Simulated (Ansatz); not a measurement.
# armchair graphene nanoribbon (N = 5, H edges): bands under strain

What gap, if any, does the armchair graphene nanoribbon (N = 5, H edges) have, and how does it change under strain?

Method: DFT PBE, plane waves, PAW; relaxation of a wire's period, in the first sound run; inputs show where later runs differ, in Ansatz 0.2.0.

### Step 1. Starting point

The cell holds 14 atoms: 10 C and 4 H. Cell: a = 13.772 Å, b = 7.000 Å, c = 4.260 Å, α = 90.0°, β = 90.0°, γ = 90.0°. Vacuum lies along a and b. The structure's axis is c.

### Step 2. The relaxed wire

Band widths follow the bond lengths, so the wire is relaxed first. The atoms and the third cell vector are free; the box across stays fixed as vacuum. A Fermi-Dirac smearing is set since the result may be a metal. The pressure printed is a third of the stress's trace over the whole box, vacuum included; only the stress along the axis is relaxed.

The input, input.yaml:

```yaml
crystal:
  lattice:
    - [13.772, 0.0, 0.0]
    - [0.0, 7.0, 0.0]
    - [0.0, 0.0, 4.26]
  atoms:
    - { symbol: C, position: [0.321423699, 0.5, 0.0] }
    - { symbol: C, position: [0.500011569, 0.5, 0.0] }
    - { symbol: C, position: [0.678599439, 0.5, 0.0] }
    - { symbol: C, position: [0.321423699, 0.5, 0.333333333] }
    - { symbol: C, position: [0.500011569, 0.5, 0.333333333] }
    - { symbol: C, position: [0.678599439, 0.5, 0.333333333] }
    - { symbol: H, position: [0.254138832, 0.5, 0.458920188] }
    - { symbol: H, position: [0.745884306, 0.5, 0.458920188] }
    - { symbol: C, position: [0.410717634, 0.5, 0.5] }
    - { symbol: C, position: [0.589305504, 0.5, 0.5] }
    - { symbol: C, position: [0.410717634, 0.5, 0.833333333] }
    - { symbol: C, position: [0.589305504, 0.5, 0.833333333] }
    - { symbol: H, position: [0.254138832, 0.5, 0.874413146] }
    - { symbol: H, position: [0.745884306, 0.5, 0.874413146] }
kpoints:
  mp_grid: { grid: [1, 1, 19] }
scf:
  occupations: { method: fermi_dirac, width: 0.05 }
hamiltonian:
  xc: pbe
relax:
  cell: { fix: [a, b, alpha, beta, gamma] }
  max_steps: 45
  f_tol: 0.03
```

Launch:

```
$ ansatz run input.yaml --threads 4 --pin off --max-ram 16384MiB --backend cpu --events-out ev --progress --plain --runs-dir out
```

Numbers of over 12 decimals in the logs are rounded to 6 here.

What it wrote:

```text
Engine: ansatz 0.2.0, aarch64-unknown-linux-gnu
Pseudopotentials: kind: paw
Pseudopotential: C, paw, valence charge 4, recommended cutoff 420 eV (normal), C.paw.azcp
Pseudopotential: H, paw, valence charge 1, recommended cutoff 420 eV (normal), H.paw.azcp
Functional definition: PBE
  parameter kappa = 0.804
  parameter beta = 0.066725
  exchange = pbe_x(kappa = kappa, mu = beta*pi^2/3)
  correlation = pbe_c(beta = beta)
Crystal: 14 atoms, lattice volume = 410.681 Å³
Basis set: ecut = 420 eV, 8035 PW (Γ), exchange–correlation on 192×96×60 points (8 copies of the dense FFT grid, shifted against one another)
Bands: 36, of which v1, the nominal top of the filled ones, is band 22 counted from 1 (21 counted from 0)
Symmetry: 8 space group operations
Space group: Pmmm (ITA 47), of the structure as read, at distance tolerance 7.4e-5 Å
k-points: 10 of 19
Non-local potential: C, projectors of the file, l = 0: 2, l = 1: 2, l = 2: 1
Non-local potential: H, projectors of the file, l = 0: 2, l = 1: 1
PAW form: soft (Blöchl's): semilocal exchange-correlation on the pseudo side does not see the compensation charge
PAW one-centre angular grid: C, 110 points (default); XC on 64 Gauss nodes
PAW one-centre angular grid: H, 110 points (default); XC on 64 Gauss nodes
Initial density: superposition of atomic densities (neutral atoms: chi_scale 0, normalization atom), corrected by the library's trained network
Initial wavefunctions: pseudopotential atomic-orbital guess
Functional: x = pbe(κ = 0.804, μ = 0.219515), c = pbe(β = 0.066725)
SCF iter   1: F=—  HF=-2572.377046 eV  |F-HF|=—  |Δ(HF+E_count)|=         —  Δρ=2.53e-3  dr2=8.85e-2  ethr=1.77e-3  ⟨swp⟩=7.6  Hψ=1984  notcnv=0  defer=34
preconditioner: auto → Resta (q_TF=auto, 1.880 Å⁻¹)  ε∞=1.8  [insulator: Δε(μ)=0.339 eV  Ē_g=13.812 eV  σ=0.050 eV  W_gap=0.93  n_scr=50 (ndim 8)  ℏωp=12.2 eV  f_vac=0.653  D(μ)=0.13/eV (n_scr^D=0)  ε∞_Penn≈1.8  vacuum switching on, ρ_ref=1.4e-2 e/Å³]
SCF iter   2: F=—  HF=-2572.357492 eV  |F-HF|=—  |Δ(HF+E_count)|=   1.96e-2  Δρ=1.79e-3  dr2=1.60e-2  ethr=2.01e-4  ⟨swp⟩=2.3  Hψ=610  notcnv=0  defer=82
SCF iter   3: F=—  HF=-2572.355109 eV  |F-HF|=—  |Δ(HF+E_count)|=   2.38e-3  Δρ=7.51e-4  dr2=2.46e-3  ethr=3.63e-5  ⟨swp⟩=2.0  Hψ=491  notcnv=0  defer=82
SCF iter   4: F=—  HF=-2572.355824 eV  |F-HF|=—  |Δ(HF+E_count)|=   7.15e-4  Δρ=2.38e-4  dr2=2.78e-4  ethr=5.58e-6  ⟨swp⟩=3.0  Hψ=548  notcnv=0  defer=82
SCF iter   5: F=—  HF=-2572.356100 eV  |F-HF|=—  |Δ(HF+E_count)|=   2.76e-4  Δρ=5.70e-5  dr2=1.43e-5  ethr=6.31e-7  ⟨swp⟩=2.1  Hψ=480  notcnv=0  defer=82
SCF iter   6: F=—  HF=-2572.356206 eV  |F-HF|=—  |Δ(HF+E_count)|=   1.06e-4  Δρ=1.87e-5  dr2=1.18e-6  ethr=3.25e-8  ⟨swp⟩=2.0  Hψ=611  notcnv=0  defer=82
SCF iter   7: F=-2572.356206 eV  HF=-2572.356206 eV  |F-HF|=5.70e-8  |Δ(HF+E_count)|=   2.13e-7  Δρ=3.93e-6  dr2=3.01e-8  ethr=2.27e-10  ⟨swp⟩=3.4  Hψ=1293  notcnv=0
SCF 1 converged in 7 iterations: F = -2572.356206 eV  dr2 = 3.01e-8
  greatest PAW one-centre occupation: 0.674 electrons in one spin orbital (limit 2), on the C atom at site 4 (counted from 0), in its partial waves of l = 0
relax step   1: F+E_penalty+E_count = -2572.35620646 eV  Δ(F+E_penalty+E_count) = +0.000e0 eV  max|allowed force component| = 2.483e0 eV/Å  Δτ_max = 0.0000 Å  P = +0.366 GPa  Ω = 410.681 Å³  fix = [a, b, alpha, beta, gamma]  reactions: a +0.381, b +0.093 GPa  (7 SCF iters, dr2 threshold 1.00e-7 eV, accepted)
Crystal: 14 atoms, lattice volume = 415.189 Å³
Basis set: ecut = 420 eV, 8159 PW (Γ), exchange–correlation on 192×96×60 points (8 copies of the dense FFT grid, shifted against one another)
Initial density: handed on by an earlier stage of this run
Initial wavefunctions: those handed on with the density
iter 1 solved again at ethr=1.91e-4 eV; its pass at ethr=3.10e-3 eV (dr2=8.42e-2 eV) is discarded
SCF iter   1: F=—  HF=-2572.579661 eV  |F-HF|=—  |Δ(HF+E_count)|=         —  Δρ=5.54e-3  dr2=8.90e-2  ethr=1.91e-4  ⟨swp⟩=3.7  Hψ=1612  notcnv=0
preconditioner: auto → Resta (q_TF=auto, 1.877 Å⁻¹)  ε∞=1.8  [insulator: Δε(μ)=0.360 eV  Ē_g=13.597 eV  σ=0.050 eV  W_gap=0.95  n_scr=50 (ndim 8)  ℏωp=12.1 eV  f_vac=0.661  D(μ)=0.11/eV (n_scr^D=0)  ε∞_Penn≈1.8  vacuum switching on, ρ_ref=1.3e-2 e/Å³]
SCF iter   2: F=—  HF=-2572.559832 eV  |F-HF|=—  |Δ(HF+E_count)|=   1.98e-2  Δρ=2.36e-3  dr2=1.26e-2  ethr=1.91e-4  ⟨swp⟩=2.1  Hψ=660  notcnv=0
SCF iter   3: F=—  HF=-2572.558776 eV  |F-HF|=—  |Δ(HF+E_count)|=   1.06e-3  Δρ=1.01e-3  dr2=2.19e-3  ethr=2.86e-5  ⟨swp⟩=2.0  Hψ=521  notcnv=0
SCF iter   4: F=—  HF=-2572.558869 eV  |F-HF|=—  |Δ(HF+E_count)|=   9.32e-5  Δρ=2.34e-4  dr2=1.29e-4  ethr=4.99e-6  ⟨swp⟩=2.6  Hψ=602  notcnv=0
SCF iter   5: F=—  HF=-2572.559011 eV  |F-HF|=—  |Δ(HF+E_count)|=   1.43e-4  Δρ=6.04e-5  dr2=1.71e-5  ethr=2.93e-7  ⟨swp⟩=2.1  Hψ=546  notcnv=0
SCF iter   6: F=-2572.559011 eV  HF=-2572.559011 eV  |F-HF|=1.62e-7  |Δ(HF+E_count)|=   4.28e-8  Δρ=1.56e-5  dr2=1.05e-6  ethr=3.18e-9  ⟨swp⟩=3.9  Hψ=1396  notcnv=0
SCF 2 converged in 6 iterations: F = -2572.559011 eV  dr2 = 1.05e-6
  greatest PAW one-centre occupation: 0.675 electrons in one spin orbital (limit 2), on the C atom at site 5 (counted from 0), in its partial waves of l = 0
relax step   2: F+E_penalty+E_count = -2572.55901125 eV  Δ(F+E_penalty+E_count) = -2.028e-1 eV  max|allowed force component| = 7.556e-1 eV/Å  Δτ_max = 0.0522 Å  P = +0.086 GPa  Ω = 415.189 Å³  energy of the carried Pulay correction = -3.885e-3 eV  fix = [a, b, alpha, beta, gamma]  reactions: a +0.360, b +0.081 GPa  (6 SCF iters, dr2 threshold 1.40e-6 eV, accepted)
Crystal: 14 atoms, lattice volume = 415.630 Å³
Basis set: ecut = 420 eV, 8175 PW (Γ), exchange–correlation on 192×96×60 points (8 copies of the dense FFT grid, shifted against one another)
iter 1 solved again at ethr=2.09e-5 eV; its pass at ethr=3.10e-3 eV (dr2=9.21e-3 eV) is discarded
SCF iter   1: F=—  HF=-2572.577644 eV  |F-HF|=—  |Δ(HF+E_count)|=         —  Δρ=1.82e-3  dr2=9.79e-3  ethr=2.09e-5  ⟨swp⟩=2.2  Hψ=1446  notcnv=0
preconditioner: auto → Resta (q_TF=auto, 1.877 Å⁻¹)  ε∞=1.8  [insulator: Δε(μ)=0.415 eV  Ē_g=13.605 eV  σ=0.050 eV  W_gap=0.97  n_scr=50 (ndim 8)  ℏωp=12.1 eV  f_vac=0.660  D(μ)=0.07/eV (n_scr^D=0)  ε∞_Penn≈1.8  vacuum switching on, ρ_ref=1.3e-2 e/Å³]
SCF iter   2: F=—  HF=-2572.575056 eV  |F-HF|=—  |Δ(HF+E_count)|=   2.59e-3  Δρ=7.68e-4  dr2=1.41e-3  ethr=2.09e-5  ⟨swp⟩=2.0  Hψ=494  notcnv=0
SCF iter   3: F=—  HF=-2572.574857 eV  |F-HF|=—  |Δ(HF+E_count)|=   1.99e-4  Δρ=3.03e-4  dr2=2.60e-4  ethr=3.21e-6  ⟨swp⟩=2.0  Hψ=523  notcnv=0
SCF iter   4: F=—  HF=-2572.574955 eV  |F-HF|=—  |Δ(HF+E_count)|=   9.83e-5  Δρ=6.82e-5  dr2=1.01e-5  ethr=5.90e-7  ⟨swp⟩=2.6  Hψ=608  notcnv=0
SCF iter   5: F=-2572.574957 eV  HF=-2572.574958 eV  |F-HF|=2.04e-7  |Δ(HF+E_count)|=   2.34e-6  Δρ=1.57e-5  dr2=8.41e-7  ethr=3.18e-9  ⟨swp⟩=5.0  Hψ=1203  notcnv=0
SCF 3 converged in 5 iterations: F = -2572.574957 eV  dr2 = 8.41e-7
  greatest PAW one-centre occupation: 0.677 electrons in one spin orbital (limit 2), on the C atom at site 5 (counted from 0), in its partial waves of l = 0
relax step   3: F+E_penalty+E_count = -2572.57495735 eV  Δ(F+E_penalty+E_count) = -1.595e-2 eV  max|allowed force component| = 4.850e-2 eV/Å  Δτ_max = 0.0148 Å  P = +0.061 GPa  Ω = 415.630 Å³  energy of the carried Pulay correction = -4.264e-3 eV  fix = [a, b, alpha, beta, gamma]  reactions: a -0.005, b +0.079 GPa  (5 SCF iters, dr2 threshold 1.40e-6 eV, accepted)
[...]
relax step   4: F+E_penalty+E_count = -2572.57508866 eV  Δ(F+E_penalty+E_count) = -1.313e-4 eV  max|allowed force component| = 1.887e-2 eV/Å  Δτ_max = 0.0016 Å  P = +0.020 GPa  Ω = 415.754 Å³  energy of the carried Pulay correction = -4.370e-3 eV  fix = [a, b, alpha, beta, gamma]  reactions: a -0.010, b +0.079 GPa  (4 SCF iters, dr2 threshold 1.47e-7 eV, accepted)
Initial wavefunctions: pseudopotential atomic-orbital guess (no wavefunctions were taken with the density)
iter 1 solved again at ethr=4.37e-7 eV; its pass at ethr=3.10e-3 eV (dr2=1.92e-4 eV) is discarded
SCF iter   1: F=—  HF=-2572.578328 eV  |F-HF|=—  |Δ(HF+E_count)|=         —  Δρ=6.85e-5  dr2=1.52e-6  ethr=4.37e-7  ⟨swp⟩=5.1  Hψ=3206  notcnv=0
preconditioner: auto → Resta (q_TF=auto, 1.876 Å⁻¹)  ε∞=1.8  [insulator: Δε(μ)=0.405 eV  Ē_g=13.611 eV  σ=0.050 eV  W_gap=0.97  n_scr=50 (ndim 8)  ℏωp=12.1 eV  f_vac=0.660  D(μ)=0.07/eV (n_scr^D=0)  ε∞_Penn≈1.8  vacuum switching on, ρ_ref=1.3e-2 e/Å³]
SCF iter   2: F=—  HF=-2572.579219 eV  |F-HF|=—  |Δ(HF+E_count)|=   8.91e-4  Δρ=3.47e-5  dr2=3.63e-7  ethr=3.45e-9  ⟨swp⟩=2.7  Hψ=808  notcnv=0  defer=2
SCF iter   3: F=—  HF=-2572.579603 eV  |F-HF|=—  |Δ(HF+E_count)|=   3.84e-4  Δρ=5.77e-6  dr2=9.04e-8  ethr=8.24e-10  ⟨swp⟩=2.2  Hψ=637  notcnv=0  defer=4
SCF iter   4: F=—  HF=-2572.579619 eV  |F-HF|=—  |Δ(HF+E_count)|=   1.58e-5  Δρ=1.00e-6  dr2=4.73e-9  ethr=2.06e-10  ⟨swp⟩=2.0  Hψ=492  notcnv=0  defer=4
SCF iter   5: F=—  HF=-2572.579619 eV  |F-HF|=—  |Δ(HF+E_count)|=   1.33e-7  Δρ=3.95e-7  dr2=5.31e-10  ethr=1.07e-11  ⟨swp⟩=2.3  Hψ=538  notcnv=0  defer=4
SCF iter   6: F=-2572.579619 eV  HF=-2572.579619 eV  |F-HF|=1.77e-9  |Δ(HF+E_count)|=   1.19e-9  Δρ=1.12e-7  dr2=6.87e-11  ethr=1.00e-12  ⟨swp⟩=5.0  Hψ=1219  notcnv=0
SCF 5 converged in 6 iterations: F = -2572.579619 eV  dr2 = 6.87e-11
relax step   5: F+E_penalty+E_count = -2572.57961874 eV  Δ(F+E_penalty+E_count) = -4.530e-3 eV  max|allowed force component| = 1.817e-2 eV/Å  Δτ_max = 0.0000 Å  P = +0.032 GPa  Ω = 415.754 Å³  fix = [a, b, alpha, beta, gamma]  reactions: a -0.011, b +0.099 GPa  stress off target by 7.79e-3 GPa on what of the cell is left free  SCF on the basis re-selected at this cell (its energy is not comparable with the rows above)  (6 SCF iters)
basis re-selected at this cell: Δ(F+E_penalty+E_count) = -4.530e-3 eV, ΔP = +0.012 GPa vs the last step (what re-selecting the basis moved, of the pressure what is left beyond the Pulay correction that the steps carried, after the strain that the cell walked since its last selection, with what the two solves' SCF thresholds leave and, on support functions, any second-order correction that the steps lacked; it is no m [...]
SCF converged after 6 iterations
Free energy (F): -2572.579619 eV
Harris-Foulkes:  -2572.579619 eV  (|F-HF|=1.77e-9)
Internal energy: -2572.578681 eV  (E = F + TS)
E sigma→0 (E₀):  -2572.579150 eV
Entropy (-TS):   -0.000937 eV (-0.067 meV/atom)
Fermi energy:    -1.355587 eV
--- Per-component energies (eV) ---
  E_band       = -444.305334
  E_kinetic    = 960.439254
  E_local      = -7790.187688  (includes V_loc(G=0)·N_el)
  E_nonlocal   = 280.097010
  E_hartree    = 3407.182523
  E_xc         = -514.410616
  E_vxc        = -638.326961  (∫ρ·V_xc dr)
  E_paw        = -995.594193  (= ΣΔE_a)
  E_vpaw       = -70.686817  (= ΣTr[D̂ρ^β])
  E_aug_tail   = -0.005419  (compensation charges beyond the density's cutoff)
  E_ewald      = 2079.900447
  E_smearing   = -0.000937  (= −TS)
  E_closure    = 0.000000  (closes the sum)
  Σ components = -2572.579619   (vs F -2572.579619, Δ=0.00e0)
--- Forces (eV/Å), atoms counted from 1 ---
  atom   1  C     -0.00860625    -0.00000000     0.01816618
  atom   2  C      0.00000000     0.00000000    -0.00865072
  atom   3  C      0.00860625     0.00000000     0.01816618
  atom   4  C     -0.00860625    -0.00000000    -0.01816618
  atom   5  C     -0.00000000    -0.00000000     0.00865072
  atom   6  C      0.00860625     0.00000000    -0.01816618
  atom   7  H      0.00550601    -0.00000000     0.00387589
  atom   8  H     -0.00550601     0.00000000     0.00387589
  atom   9  C      0.00584578     0.00000000     0.00480960
  atom  10  C     -0.00584578    -0.00000000     0.00480960
  atom  11  C      0.00584578     0.00000000    -0.00480960
  atom  12  C     -0.00584578    -0.00000000    -0.00480960
  atom  13  H      0.00550601    -0.00000000    -0.00387589
  atom  14  H     -0.00550601     0.00000000    -0.00387589
  max |Σ_I F_I| component: 1.17e-17 eV/Å
--- Stress (GPa, compression-positive) ---
       -0.010605       0.000000       0.000000
        0.000000       0.099327      -0.000000
        0.000000      -0.000000       0.007794
  P = ⅓ Tr σ = 0.0322 GPa (0.322 kbar)
--- Relaxed structure (4 steps of the walk, 4 accepted, 1 SCFs on fresh bases) ---
  F+E_penalty+E_count = -2572.57961874 eV   max|allowed force component| = 1.817e-2 eV/Å   (the final SCF, on the basis selected at the relaxed cell)
  cell:  # Å, volume = 415.7545 Å³
    - [13.772, 0.0, 0.0]
    - [0.0, 7.0, 0.0]
    - [0.0, 0.0, 4.312627]
  atoms:
    - { symbol: C, position: [0.323001, 0.5, 0.00768378] }
    - { symbol: C, position: [0.500012, 0.5, -0.000221605] }
    - { symbol: C, position: [0.677022, 0.5, 0.00768378] }
    - { symbol: C, position: [0.323001, 0.5, 0.325650] }
    - { symbol: C, position: [0.500012, 0.5, 0.333555] }
    - { symbol: C, position: [0.677022, 0.5, 0.325650] }
    - { symbol: H, position: [0.253261, 0.5, 0.444181] }
    - { symbol: H, position: [0.746762, 0.5, 0.444181] }
    - { symbol: C, position: [0.410344, 0.5, 0.500129] }
    - { symbol: C, position: [0.589679, 0.5, 0.500129] }
    - { symbol: C, position: [0.410344, 0.5, 0.833204] }
    - { symbol: C, position: [0.589679, 0.5, 0.833204] }
    - { symbol: H, position: [0.253261, 0.5, 0.889153] }
    - { symbol: H, position: [0.746762, 0.5, 0.889153] }
```

It took 9.9 s on 4 threads of Arm Neoverse V1, shared host; peak memory 0.75 GiB.

The steps of the relaxation:

```csv
step,energy less that of the first step (eV),largest force component (eV/Å),pressure (GPa),volume (Å³)
1,0.0000,2.4832,0.37,410.68
2,-0.2028,0.7556,0.09,415.19
3,-0.2188,0.0485,0.06,415.63
4,-0.2189,0.0189,0.02,415.75
5*,-0.2234,0.0182,0.03,415.75
```

Relaxation steps marked * repeat the geometry before them on a plane-wave basis chosen anew for their cell, so energy and pressure can jump there.

The run keeps the 8 symmetry operations that it works with, so distortions that break them were not tested.

```csv
cell as run,before,after,change
c (Å),4.260,4.313,+1.2 %
```

The atoms that moved most (Å, along periodic axes as changes of fractional coordinates times the final cell, across vacuum about the mean position):

```csv
atom,dx,dy,dz,length
H8,0.012,0.000,-0.064,0.065
H7,-0.012,0.000,-0.064,0.065
H14,0.012,0.000,0.064,0.065
H13,-0.012,0.000,0.064,0.065
C3,-0.022,0.000,0.033,0.040
C1,0.022,0.000,0.033,0.040
C6,-0.022,0.000,-0.033,0.040
C4,0.022,0.000,-0.033,0.040
```

Final coordinates:

```cif
data_structure
_symmetry_space_group_name_H-M 'P 1'
_symmetry_Int_Tables_number 1
_cell_length_a 13.7720
_cell_length_b 7.0000
_cell_length_c 4.3126
_cell_angle_alpha 90.000
_cell_angle_beta 90.000
_cell_angle_gamma 90.000
_cell_volume 415.75
loop_
_atom_site_label
_atom_site_type_symbol
_atom_site_fract_x
_atom_site_fract_y
_atom_site_fract_z
_atom_site_occupancy
C1 C 0.32300 0.50000 0.00768 1
C2 C 0.50001 0.50000 0.99978 1
C3 C 0.67702 0.50000 0.00768 1
C4 C 0.32300 0.50000 0.32565 1
C5 C 0.50001 0.50000 0.33355 1
C6 C 0.67702 0.50000 0.32565 1
H7 H 0.25326 0.50000 0.44418 1
H8 H 0.74676 0.50000 0.44418 1
C9 C 0.41034 0.50000 0.50013 1
C10 C 0.58968 0.50000 0.50013 1
C11 C 0.41034 0.50000 0.83320 1
C12 C 0.58968 0.50000 0.83320 1
H13 H 0.25326 0.50000 0.88915 1
H14 H 0.74676 0.50000 0.88915 1
```

Numbers from this step:

- energy at zero smearing: -2572.5792 eV
- cell length along the wire: 4.313 Å

The cell's length comes to 4.313 Å with spin left out.

### Step 3. Bands of the perfect wire

This step: DFT PBE, plane waves, PAW; bands of a perfect wire (Ansatz 0.2.0).

At the relaxed period the bands are computed along the axis; those that cross an energy going forward count the channels that a perfect wire would open there.

The input, input.yaml:

```yaml
crystal:
  lattice:
    - [13.772, 0.0, 0.0]
    - [0.0, 7.0, 0.0]
    - [0.0, 0.0, 4.3126270005]
  atoms:
    - { symbol: C, position: [0.32300084, 0.5, 0.007683782] }
    - { symbol: C, position: [0.500011569, 0.5, 0.999778395] }
    - { symbol: C, position: [0.677022298, 0.5, 0.007683782] }
    - { symbol: C, position: [0.32300084, 0.5, 0.325649551] }
    - { symbol: C, position: [0.500011569, 0.5, 0.333554939] }
    - { symbol: C, position: [0.677022298, 0.5, 0.325649551] }
    - { symbol: H, position: [0.253260919, 0.5, 0.444180518] }
    - { symbol: H, position: [0.746762219, 0.5, 0.444180518] }
    - { symbol: C, position: [0.410344303, 0.5, 0.500129446] }
    - { symbol: C, position: [0.589678835, 0.5, 0.500129446] }
    - { symbol: C, position: [0.410344303, 0.5, 0.833203887] }
    - { symbol: C, position: [0.589678835, 0.5, 0.833203887] }
    - { symbol: H, position: [0.253260919, 0.5, 0.889152815] }
    - { symbol: H, position: [0.746762219, 0.5, 0.889152815] }
kpoints:
  mp_grid: { grid: [1, 1, 19] }
  band_path: { path: ["Γ", Z], npoints: 90 }
scf:
  occupations: { method: fermi_dirac, width: 0.05 }
hamiltonian:
  xc: pbe
output:
  dos: { e_range: [-5, 4] }
  write_potential: true
  write_density: true
  volumetric_format: npy
```

What it wrote:

```text
[...]
Crystal: 14 atoms, lattice volume = 415.754 Å³
Basis set: ecut = 420 eV, 8175 PW (Γ)
Bands: 36, of which v1, the nominal top of the filled ones, is band 22 counted from 1 (21 counted from 0)
Symmetry: 8 space group operations
[...]
k-points: 10 of 19
[...]
SCF iter   1: F=—  HF=-2572.598488 eV  |F-HF|=—  |Δ(HF+E_count)|=         —  Δρ=2.48e-3  dr2=8.35e-2  ethr=1.77e-3  ⟨swp⟩=7.9  Hψ=2021  notcnv=0  defer=26
[...]
SCF iter   7: F=-2572.579638 eV  HF=-2572.579638 eV  |F-HF|=3.23e-8  |Δ(HF+E_count)|=   6.84e-8  Δρ=3.81e-6  dr2=3.20e-8  ethr=2.27e-10  ⟨swp⟩=17.1  Hψ=2491  notcnv=0
SCF 1 converged in 7 iterations: F = -2572.579638 eV  dr2 = 3.20e-8
[...]
NSCF: frozen V_eff on 91 k-points
WARN: The output density's exchange-correlation potential varies sharply where the density is thin. Do not read a vacuum level from v_tot or v_xc, or from such a field of the output density. On a cell that repeats whose density bears no net charge and no dipole along the vacuum's axis use v_es (v_loc + v_h of the components); under efield.dipole_correction with no amplitude use v_es + v_field, which holds any externa [...]
SCF converged after 7 iterations
Free energy (F): -2572.579638 eV
[...]
Internal energy: -2572.578701 eV  (E = F + TS)
E sigma→0 (E₀):  -2572.579169 eV
Entropy (-TS):   -0.000937 eV (-0.067 meV/atom)
Fermi energy:    -1.355665 eV
[...]
--- Band table (eV; the first three rows and the last of 10) ---
  k-point 0: bands = [... 18 lower, -4.7303, -4.1575, -3.0352, -1.5579, -1.1533, 0.0507, 1.3184, 1.7394, ... 10 higher]
  k-point 1: bands = [... 18 lower, -4.7664, -4.1502, -3.1495, -1.8175, -0.9015, 0.1819, 1.3395, 1.7034, ... 10 higher]
  k-point 2: bands = [... 18 lower, -4.8716, -4.1303, -3.4436, -2.2146, -0.5271, 0.5275, 1.4029, 1.6013, ... 10 higher]
  k-point 9: bands = [... 18 lower, -6.3751, -5.3147, -4.8337, -3.8081, 0.5681, 2.0429, 2.5270, 3.0180, ... 10 higher]
```

The job ended after 13 s (4 threads; peak memory 1 GiB; 50 s of CPU time).

This step gave:

| Quantity | Value |
| --- | --- |
| band gap | 0.4046 eV |

The electronic bands at the labelled points (eV, zero at the Fermi level):

```csv
point,band 19,band 20,band 21,band 22,band 23,band 24,band 25,band 26
Γ,-3.37,-2.80,-1.68,-0.20,0.20,1.41,2.67,3.10
halfway,-4.08,-3.29,-2.62,-1.99,1.86,2.47,3.15,3.34
Z,-5.14,-3.91,-3.54,-2.45,1.92,3.49,3.79,4.50
```

The gap is 0.405 eV, with spin left out.

The path shows a direct gap of 0.40 eV (valence top at Γ, conduction bottom at Γ).

(Continued in part 2 of 3.)

[Logs are printed without paths, hosts, clocks, repeated set-up lines and the standing remarks that a program may print on its own settings, such as how far it seeks lower states.]

[Hosts, paths, dates, database ids (printed as entryN), source tags and the programs' standing remarks are cut or masked in the printed files.]
